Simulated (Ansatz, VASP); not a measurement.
**BeS in VASP and in Ansatz**

Contents of POSCAR:

```
BeS
1.0
    0.0000000000      2.3612770434      2.4893639833
    2.3612770434      0.0000000000      2.4893639833
    2.3612770434      2.3612770434      0.0000000000
Be S
1 1
Direct
    0.0000000000      0.0000000000      0.0000000000
    0.2500000000      0.2500000000      0.2500000000
```

The input INCAR.step1:

```
SYSTEM = BeS
  PREC = Accurate
  ENCUT = 520
  ISMEAR = 0
  SIGMA = 0.01
  LREAL = .False.
  LASPH = .True.
  NELM = 60
  NBANDS = 11
  GGA = PE
  ALGO = Normal
  EDIFF = 1E-4
  LWAVE = .True.
  LCHARG = .False.
```

File INCAR.step2:

```
SYSTEM = BeS
  PREC = Accurate
  ENCUT = 520
  EDIFF = 1E-6
  ISMEAR = 0
  SIGMA = 0.01
  LREAL = .False.
  LASPH = .True.
  NELM = 60
  ALGO = Normal
  ISIF = 2
  LWAVE = .False.
  LCHARG = .True.
  METAGGA = R2SCAN
  LMIXTAU = .True.
  LELF = .True.
  LVHAR = .True.
  NBANDS = 11
  ISTART = 1
```

File KPOINTS:

```
Automatic mesh
0
Gamma
  10 10 10
  0 0 0
```

Input for Ansatz:

```yaml
crystal:
  lattice:
    - [0.0, 2.3612770434, 2.4893639833]
    - [2.3612770434, 0.0, 2.4893639833]
    - [2.3612770434, 2.3612770434, 0.0]
  atoms:
    - { symbol: Be, position: [0.0, 0.0, 0.0] }
    - { symbol: S, position: [0.25, 0.25, 0.25] }
kpoints:
  mp_grid: { grid: [10, 10, 10] }
  band_path:
    path:
      - [0.0, 0.0, 0.0]
      - [-0.5, -0.5, 0.0]
      - [-0.375, -0.375, 0.25]
      - [-0.375, 0.0, 0.375]
      - [0.0, 0.0, 0.5]
      - [-0.5, -0.25, 0.25]
      - [-0.0375, 0.0, 0.0375]
      - [0.0, 0.5, 0.5]
    npoints: 1
hamiltonian:
  xc: r2scan
scf:
  occupations: { method: fixed }
  n_extra_bands: 4
output:
  forces: true
  stress: true
  eigenvalues: true
```

Change from the starting cell: epitaxial_xy strain -3.0%.

Alike in both runs: task single point; functional r2SCAN; k mesh 10 × 10 × 10; no spin polarisation.

|  | VASP | Ansatz |
| --- | --- | --- |
| version | VASP 6.6.1 | Ansatz 0.2.0 |
| potentials or method | VASP PAW PBE potentials, release 64 (Be, S) | plane waves, PAW |
| plane-wave cutoff (eV) | 520 | 500 |
| occupations | gaussian, width 0.01 eV | fixed |
| valence electrons in the cell | 8 | 8 |

VASP gave:

- gap on the k mesh at the Fermi level (eV): 3.26
- pressure (GPa): 4.3
- largest component of the traceless stress (GPa): 3.96

Q: Which values does Ansatz return?

A: gap on the k mesh at the Fermi level (eV): 3.25; pressure (GPa): 4.0; largest component of the traceless stress (GPa): 4.01.

Caveats: the PAW data sets were made with another functional, which shifts forces and pressure a little (VASP). A k mesh can miss the band edges.
